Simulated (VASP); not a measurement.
# Mg2Ge (Fm-3m) in VASP: a series of runs

Runs on Mg2Ge. Level: PBE+D3(BJ). Tasks: single point, relaxation of cell and atoms.

All numbers are computed with VASP 6.6.1; they aren't measurements. Logs are shortened: lines on timing, memory, paths and dates and some standing lists are left out, and cuts for length are marked.

## 1. The structure

It takes space group Fm-3m (No. 225, cubic). Conventional cell: a = 6.325 Å, b = 6.325 Å, c = 6.325 Å, α = 90.00°, β = 90.00°, γ = 90.00°. Around Mg (site symmetry -43m) lie 4 Ge at 2.74 Å. Ge (site symmetry m-3m) is surrounded by 8 Mg at 2.74 Å.

The cell comes from a database or a generator and needn't be the stable form of this composition.

## 2. Single point, PBE+D3(BJ)

File INCAR:

```
SYSTEM = Mg2Ge
  ALGO = Normal
  EDIFF = 1E-6
  ENCUT = 520
  GGA = PE
  ISIF = 2
  ISMEAR = 0
  IVDW = 12
  LASPH = .True.
  LCHARG = .True.
  LELF = .True.
  LREAL = .False.
  LVHAR = .True.
  LWAVE = .False.
  NBANDS = 16
  NELM = 100
  PREC = Accurate
  SIGMA = 0.01
```

File KPOINTS:

```
k-points
0
Gamma
  10 10 10
  0 0 0
```

File POSCAR:

```
Mg2Ge
1.0
    0.0000000000      3.1623462479      3.1623462479
    3.1623462479      0.0000000000      3.1623462479
    3.1623462479      3.1623462479      0.0000000000
Mg Ge
2 1
Direct
    0.7500000000      0.7500000000      0.7500000000
    0.2500000000      0.2500000000      0.2500000000
    0.0000000000      0.0000000000      0.0000000000
```

Potentials or basis: VASP PAW PBE potentials, release 64 (Mg, Ge_d).

Started as:

```console
$ cat potpaw_PBE.64/Mg/POTCAR potpaw_PBE.64/Ge_d/POTCAR > POTCAR
$ mpirun -np 1 vasp_std > vasp.out
```

OUTCAR:

```text
SYSTEM = Mg2Ge
   EDIFF = 1E-6
   ENCUT = 520
   GGA = PE
   ISIF = 2
   ISMEAR = 0
   IVDW = 12
   LASPH = .True.
   LREAL = .False.
   NELM = 100
   PREC = Accurate
 IVDW          = 12

 ion  position               nearest neighbor table
   1  0.750  0.750  0.750-   3 2.74   3 2.74   3 2.74   3 2.74   2 3.16   2 3.16   2 3.16   2 3.16
                             2 3.16   2 3.16
   2  0.250  0.250  0.250-   3 2.74   3 2.74   3 2.74   3 2.74   1 3.16   1 3.16   1 3.16   1 3.16
                             1 3.16   1 3.16
   3  0.000  0.000  0.000-   1 2.74   1 2.74   1 2.74   1 2.74   2 2.74   2 2.74   2 2.74   2 2.74

  LATTYP: Found a face centered cubic cell.
 ALAT       =     6.3246924958

  Lattice vectors:

 A1 = (   0.0000000000,   3.1623462479,   3.1623462479)
 A2 = (   3.1623462479,   0.0000000000,   3.1623462479)
 A3 = (   3.1623462479,   3.1623462479,   0.0000000000)

Analysis of symmetry for initial positions (statically):
=====================================================================
 Subroutine PRICEL returns:
 Original cell was already a primitive cell.

 Routine SETGRP: Setting up the symmetry group for a
 face centered cubic supercell.

 Subroutine GETGRP returns: Found 48 space group operations
 (whereof 48 operations were pure point group operations)
 out of a pool of 48 trial point group operations.

The static configuration has the point symmetry O_h .

Analysis of symmetry for dynamics (positions and initial velocities):
=====================================================================
 Subroutine PRICEL returns:
 Original cell was already a primitive cell.

 Routine SETGRP: Setting up the symmetry group for a
 face centered cubic supercell.

 Subroutine GETGRP returns: Found 48 space group operations
 (whereof 48 operations were pure point group operations)
 out of a pool of 48 trial point group operations.

The dynamic configuration has the point symmetry O_h .

 Subroutine INISYM returns: Found 48 space group operations
 (whereof 48 operations are pure point group operations),
 and found     1 'primitive' translations

----------------------------------------------------------------------------------------

                                     Primitive cell

  volume of cell :      63.2497

  direct lattice vectors                    reciprocal lattice vectors
     0.000000000  3.162346248  3.162346248    -0.158110454  0.158110454  0.158110454
     3.162346248  0.000000000  3.162346248     0.158110454 -0.158110454  0.158110454
     3.162346248  3.162346248  0.000000000     0.158110454  0.158110454 -0.158110454

  length of vectors
     4.472232953  4.472232953  4.472232953     0.273855339  0.273855339  0.273855339

  position of ions in fractional coordinates (direct lattice)
     0.750000000  0.750000000  0.750000000
     0.250000000  0.250000000  0.250000000
     0.000000000  0.000000000  0.000000000

  ion indices of the primitive-cell ions
   primitive index   ion index
                 1           1
                 2           2
                 3           3

----------------------------------------------------------------------------------------

 KPOINTS: k-points

Automatic generation of k-mesh.
 Grid dimensions read from file:
 generate k-points for:   10   10   10

 Generating k-lattice:

  Cartesian coordinates                     Fractional coordinates (reciprocal lattice)
    -0.015811045  0.015811045  0.015811045     0.100000000  0.000000000  0.000000000
     0.015811045 -0.015811045  0.015811045     0.000000000  0.100000000  0.000000000
     0.015811045  0.015811045 -0.015811045     0.000000000  0.000000000  0.100000000

  Length of vectors
     0.027385534  0.027385534  0.027385534

  Shift w.r.t. Gamma in fractional coordinates (k-lattice)
     0.000000000  0.000000000  0.000000000

 Subroutine IBZKPT returns following result:
 ===========================================

 Found     47 irreducible k-points:

 Following reciprocal coordinates:
            Coordinates               Weight
  0.000000  0.000000  0.000000      1.000000
  0.100000  0.000000  0.000000      8.000000
  0.200000  0.000000  0.000000      8.000000
  0.300000  0.000000  0.000000      8.000000
  0.400000  0.000000  0.000000      8.000000
  0.500000  0.000000  0.000000      4.000000
[... 16 lines left out ...]
  0.300000  0.300000  0.000000      6.000000
  0.400000  0.300000  0.000000     24.000000
 [... further k-points ...]
   k-points           NKPTS =     47   k-points in BZ     NKDIM =     47   number of bands    NBANDS=     16
   number of dos      NEDOS =    301   number of ions     NIONS =      3
   total plane-waves  NPLWV =  46656
   dimension x,y,z NGX =    36 NGY =   36 NGZ =   36
   dimension x,y,z NGXF=    72 NGYF=   72 NGZF=   72
   ions per type =               2   1
   NGX,Y,Z   is equivalent  to a cutoff of  13.38, 13.38, 13.38 a.u.
   NGXF,Y,Z  is equivalent  to a cutoff of  26.76, 26.76, 26.76 a.u.
 SYSTEM =  Mg2Ge
   PREC   = accura    normal or accurate (medium, high low for compatibility)
   ISTART =      0    job   : 0-new  1-cont  2-samecut
   ICHARG =      2    charge: 1-file 2-atom 10-const
   ISPIN  =      1    spin polarized calculation?
   LNONCOLLINEAR =      F non collinear calculations
   LSORBIT =      F    spin-orbit coupling
   LASPH  =      T    aspherical Exc in radial PAW
   ENCUT  =  520.0 eV  38.22 Ry    6.18 a.u.   8.32  8.32  8.32*2*pi/ulx,y,z
   NELM   =    100;   NELMIN=  2; NELMDL= -5     # of ELM steps
   EDIFF  = 0.1E-05   stopping-criterion for ELM
[... 12 lines left out ...]
   EMIN   =  10.00;   EMAX   =-10.00  energy-range for DOS
   EFERMI =   0.00;   METHOD = LEGACY
   ISMEAR =     0;   SIGMA  =   0.01  broadening in eV -4-tet -1-fermi 0-gaus
   EFERMI_NEDOS =   21; number of points for ismear=-14 and -15
   IALGO  =     38    algorithm
   IMIX   =      4    mixing-type and parameters
     AMIX     =   0.40;   BMIX     =  1.00
     AMIX_MAG =   1.60;   BMIX_MAG =  1.00
  volume/ion in A,a.u.               =      21.08       142.28
  Fermi-wavevector in a.u.,A,eV,Ry     =   1.076828  2.034909 15.776745  1.159558
  Thomas-Fermi vector in A             =   2.212723
   LORBIT       =      0    0 simple, 1 ext, 2 COOP (PROOUT), +10 PAW based schemes
   GGA     = PE    functional components
   LHFCALC =     F    Hartree Fock is set to
   AEXX    =    0.0000 exact exchange contribution
   IVDW    =    12    specifies the selected vdW correction
   LEPSILON=     F    determine dielectric tensor
   LRPA    =     F    only Hartree local field effects (RPA)
 non-spin polarized calculation
 Gauss-broadening in eV      SIGMA  =   0.01
  energy-cutoff  :      520.00
  volume of cell :       63.25
 maximum number of plane-waves:      1724
 NGX is ok and might be reduce to    36
   NGX = 17   NGY = 17   NGZ = 17

 number of electron      17.9999997 magnetization

 Free energy of the ion-electron system (eV)
  ---------------------------------------------------
  ext. energy  EPLUGINS =         0.00000000
  ---------------------------------------------------
  free energy    TOTEN  =        -8.34196972 eV

  energy without entropy =       -8.34196972  energy(sigma->0) =       -8.34196972

 E-fermi :   3.7483     XC(G=0):  -9.1859

 val. band max:        3.6951784717   @ k =   0.0000   0.0000   0.0000
 cond. band min:       3.8167666782   @ k =   0.5000   0.5000   0.0000
 fundamental gap:      0.1215882066
 Fermi energy:         3.7483443804

 k-point     1 :       0.0000    0.0000    0.0000
  band No.  band energies     occupation
      1     -19.9877      2.00000
      2     -19.9877      2.00000
      3     -19.9877      2.00000
      4     -19.9683      2.00000
      5     -19.9683      2.00000
      6      -6.1721      2.00000
[... 8 lines left out ...]
     15       9.8559      0.00000
     16      10.1046      0.00000

 k-point     2 :       0.1000    0.0000    0.0000
  band No.  band energies     occupation
      1     -19.9876      2.00000
      2     -19.9875      2.00000
      3     -19.9875      2.00000
      4     -19.9683      2.00000
      5     -19.9683      2.00000
      6      -6.0862      2.00000
[... 8 lines left out ...]
     15       9.2236      0.00000
     16      10.4214      0.00000

 k-point     3 :       0.2000    0.0000    0.0000
  band No.  band energies     occupation
      1     -19.9876      2.00000
      2     -19.9872      2.00000
      3     -19.9872      2.00000
      4     -19.9682      2.00000
      5     -19.9682      2.00000
      6      -5.8385      2.00000
[... 8 lines left out ...]
     15       8.8449      0.00000
     16       9.9272      0.00000

 k-point     4 :       0.3000    0.0000    0.0000
  band No.  band energies     occupation
      1     -19.9875      2.00000
      2     -19.9869      2.00000
      3     -19.9869      2.00000
      4     -19.9682      2.00000
      5     -19.9682      2.00000
      6      -5.4679      2.00000
[... 8 lines left out ...]
     15       9.4543      0.00000
     16       9.9403      0.00000
[... 324 lines left out ...]
 k-point    22 :      -0.2000    0.2000    0.0000
  band No.  band energies     occupation
      1     -19.9874      2.00000
      2     -19.9868      2.00000
      3     -19.9867      2.00000
      4     -19.9683      2.00000
      5     -19.9680      2.00000
      6      -5.3417      2.00000
[... 8 lines left out ...]
     15      11.8213      0.00000
     16      11.8418      0.00000

 k-point    23 :       0.3000    0.3000    0.0000
  band No.  band energies     occupation
      1     -19.9885      2.00000
      2     -19.9860      2.00000
      3     -19.9860      2.00000
      4     -19.9688      2.00000
      5     -19.9675      2.00000
      6      -5.2247      2.00000
[... 8 lines left out ...]
     15      11.1016      0.00000
     16      13.1269      0.00000

 k-point    24 :       0.4000    0.3000    0.0000
  band No.  band energies     occupation
      1     -19.9885      2.00000
      2     -19.9858      2.00000
      3     -19.9857      2.00000
      4     -19.9689      2.00000
      5     -19.9674      2.00000
      6      -4.9148      2.00000
[... 8 lines left out ...]
     15      11.9449      0.00000
     16      13.1741      0.00000

 [... further k-points ...]

------------------------ aborting loop because EDIFF is reached ----------------------------------------

 Edisp (eV)   -0.92106

 E8    (eV) :    -0.4051

  FORCE on cell =-STRESS in cart. coord.  units (eV):
  Direction    XX          YY          ZZ          XY          YZ          ZX
  --------------------------------------------------------------------------------------
  -------------------------------------------------------------------------------------
  Total      -0.06296    -0.06296    -0.06296     0.00000    -0.00000    -0.00000
  in kB      -1.59477    -1.59477    -1.59477     0.00000    -0.00000    -0.00000
  external pressure =       -1.59 kB  Pullay stress =        0.00 kB

 VOLUME and BASIS-vectors are now :
 -----------------------------------------------------------------------------
  energy-cutoff  :      520.00
  volume of cell :       63.25
      direct lattice vectors                 reciprocal lattice vectors
     0.000000000  3.162346248  3.162346248    -0.158110454  0.158110454  0.158110454
     3.162346248  0.000000000  3.162346248     0.158110454 -0.158110454  0.158110454
     3.162346248  3.162346248  0.000000000     0.158110454  0.158110454 -0.158110454

 POSITION                                       TOTAL-FORCE (eV/Angst)
 -----------------------------------------------------------------------------------
      4.74352      4.74352      4.74352        -0.000000     -0.000000      0.000000
      1.58117      1.58117      1.58117         0.000000      0.000000     -0.000000
      0.00000      0.00000      0.00000        -0.000000     -0.000000     -0.000000
 -----------------------------------------------------------------------------------
    total drift:                               -0.000000      0.000000      0.000000

  FREE ENERGIE OF THE ION-ELECTRON SYSTEM (eV)
  ---------------------------------------------------
  free  energy   TOTEN  =        -9.2630284681 eV

  energy  without entropy=       -9.2630284681  energy(sigma->0) =       -9.26302847
```

Wall time 37 s (1 thread of Intel Xeon Platinum 8259CL at 2.50GHz (Skylake/Cascade Lake), shared host); peak memory 0.23 GiB.

Results:

- Free energy: -9.2630 eV
- Pressure: -0.2 GPa
- Band gap on the k mesh: 0.12 eV, indirect (least direct gap 1.20 eV)
- Dispersion energy per atom: -0.307 eV

A k mesh can miss the band edges. As with any semilocal functional, this PBE gap is likely too small.

(Part 1 of 2 ends here.)
